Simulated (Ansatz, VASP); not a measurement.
# One calculation of B2As, two programs

```
B As
1.0
     5.29983    0.00000    0.00000
     0.00000    5.29983    0.00000
     0.00000    0.00000    2.61530
B As
4 2
Cartesian
  0.5710 2.0789 0.0000
  2.0789 4.7288 0.0000
  4.7288 3.2209 0.0000
  3.2209 0.5710 0.0000
  0.0000 0.0000 0.0000
  2.6499 2.6499 0.0000
```

Alike in both runs: functional PBE; k mesh 4 × 4 × 8; occupations gaussian, width 0.1 eV; no spin polarisation.

Ansatz relaxed the structure, and its values are those at the end. VASP's run is a single point on that final structure, the one shown.

```csv
,VASP,Ansatz
version,VASP 6.6.1,Ansatz 0.2.0
potentials or method,"VASP PAW PBE potentials, release 64 (B, As)","scalar-relativistic, plane waves, PAW"
plane-wave cutoff (eV),520,420
valence electrons in the cell,22,42
```

VASP gave:

```
gap on the k mesh at the Fermi level (eV) : none
pressure (GPa)                            : 0.2
rms of the force components (eV/Å)        : 0.015
```

Problem. Which values does Ansatz return?

Solution. gap on the k mesh at the Fermi level (eV): none; pressure (GPa): -0.2; rms of the force components (eV/Å): 0.008.

A gap of «none» marks a metal or a gap that the smearing closes. The two sets of potentials don't hold the same shells in valence.
